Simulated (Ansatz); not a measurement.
**HgSe: single point with PBE**

Crystal: HgSe.

```
Hg Se
1.0
     0.00000    3.03900    3.03900
     3.03900    0.00000    3.03900
     3.03900    3.03900    0.00000
Hg Se
1 1
Direct
  0.00000 0.00000 0.00000
  0.75000 0.75000 0.75000
```

```json
{
 "Program": "Ansatz 0.2.0",
 "Task": "single point",
 "Functional": "PBE",
 "Potentials or basis": "all-electron LAPW, scalar-relativistic",
 "Cutoff": "256 eV (chosen from the basis error)",
 "Basis error allowed": "0.002 eV/atom",
 "k mesh": "5 × 5 × 5",
 "Occupations": "fermi-dirac, width 0.04 eV",
 "Spin": "no spin polarisation"
}
```

| Property | Result |
| --- | --- |
| Pressure | 4.9 GPa |
| Band gap on the k mesh | none (metal or under the smearing width) |

Levels at points of the mesh, in eV from the Fermi level:
```
           k point  band 30  band 31  band 32  band 33  band 34  band 35  band 36  band 37  band 38  band 39
(0.00, 0.00, 0.00)    -6.47    -6.47    -0.96    -0.03    -0.03    -0.03     5.46     5.46     5.46     8.49
```

Wall time 4.1 s on 1 thread of Intel(R) Xeon(R) 6975P-C (Granite Rapids) (shared host), peak memory 0.3 GiB.

Caveat: the k mesh is thin for a metal, which can move the energy by tens of meV per atom. The run has no spin-orbit coupling, so splittings on Hg are missing.
